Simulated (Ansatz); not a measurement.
Here is an Ansatz 0.2.0 calculation.

input.yaml

```yaml
crystal:
  lattice:
    - [3.113, 0.0, 0.0]
    - [-1.5565, 2.695937082, 0.0]
    - [0.0, 0.0, 4.981]
  atoms:
    - { symbol: Al, position: [0.6666666667, 0.3333333333, 0.5] }
    - { symbol: Al, position: [0.3333333333, 0.6666666667, 0.0] }
    - { symbol: "N", position: [0.6666666667, 0.3333333333, 0.88] }
    - { symbol: "N", position: [0.3333333333, 0.6666666667, 0.38] }
hamiltonian:
  xc: { exchange: rpw86, correlation: pbe }
  pseudopotentials: { kind: paw }
kpoints:
  mp_grid: { grid: [10, 10, 6] }
  band_path:
    path:
      - [[0.0, 0.0, 0.0], [0.5, 0.0, 0.0], [0.3333333333, 0.3333333333, 0.0], [0.0, 0.0, 0.0], [0.0, 0.0, 0.5], [0.5, 0.0, 0.5], [0.3333333333, 0.3333333333, 0.5], [0.0, 0.0, 0.5]]
      - [[0.5, 0.0, 0.5], [0.5, 0.0, 0.0]]
      - [[0.3333333333, 0.3333333333, 0.0], [0.3333333333, 0.3333333333, 0.5]]
    npoints: 14
scf:
  occupations: { method: fermi_dirac, width: 0.05 }
  n_extra_bands: 10
output:
  forces: true
  stress: true
  eigenvalues: true
  fatbands: true
```

Potentials or basis: Ansatz PAW.

The run is started by

```console
$ ansatz run input.yaml --threads 2 --pin off --max-ram 5120MiB --backend cpu --events-out ev --progress --plain --runs-dir out
```

Task: What does it give for the pressure?

Result: 6.5 GPa.

Task: Estimate the band gap on the k mesh.

Result: 4.38 eV, direct.

Task: Estimate the largest force.

Result: 0.118 eV/Å.

Task: Estimate the band gap along the path.

Result: 4.38 eV, direct.

Forces on the atoms (eV/Å):
```
Al   0.000  0.000 -0.118
Al   0.000  0.000 -0.118
N    0.000  0.000  0.117
N    0.000  0.000  0.117
```

Caveat: the pressure holds a Pulay correction of +0.5 GPa for the finite cutoff; the PAW data sets come from PBE, with cores solved anew for the run's functional, which leaves a small shift of forces and pressure.

**Experimental background.**

From “Self-assembly of well-separated AlN nanowires directly on sputtered metallic TiN films”, 2019, arxiv:1910.07391, for a bulk crystal of AlN at 10 K: band gap 6.034 eV (an exciton energy, a little under the gap).

Against the measured gap of AlN, 6.034 eV (an exciton energy, a little under the gap; 10 K; quoted in “Self-assembly of well-separated AlN nanowires directly on sputtered metallic TiN films”, 2019, arxiv:1910.07391), the calculated 4.38 eV is off by -1.65 eV. 2 values of this kind are on record (6.034 to 6.0343 eV); this one was drawn at random. The value is that of rPW86-PBE, without temperature or zero-point motion.
